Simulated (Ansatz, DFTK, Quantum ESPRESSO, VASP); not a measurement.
# One calculation of AlO, 5 ways

```
Al O
1.0
     2.76919    0.00000    0.00000
     0.00000    2.76919    0.00000
     0.00000    0.00000    2.76919
Al O
1 1
Direct
  0.50000 0.50000 0.50000
  0.00000 0.00000 0.00000
```

The cell comes from a database or a generator and needn't be the stable form of this composition.

Alike in all runs: task equation of state; functional PBE; k mesh 10 × 10 × 10; occupations fermi-dirac, width 0.05 eV; no spin polarisation; no spin-orbit coupling.

```csv
program and potentials,plane-wave cutoff (eV),notes,equilibrium volume (Å³/atom),bulk modulus (GPa)
"Ansatz, Ansatz PAW",420,-,10.62,131.0
"Quantum ESPRESSO, SSSP 1.3 efficiency PBE",748,-,10.62,131.3
"Ansatz, Ansatz PAW (earlier soft set)",420,-,?,?
"DFTK, PseudoDojo SR PBE 0.4.1 standard (PBE)",1143,-,10.58,130.9
"VASP, PBE PAW files Al, O, 520 eV",520,-,10.62,130.7
```

**Question.** Estimate from the other rows what the run with Ansatz, Ansatz PAW (earlier soft set) gave.

**Answer.** Equilibrium volume 10.62 Å³/atom; bulk modulus 131.1 GPa. The other rows, which needn't bracket it: equilibrium volume 10.58 to 10.62; bulk modulus 130.7 to 131.3.
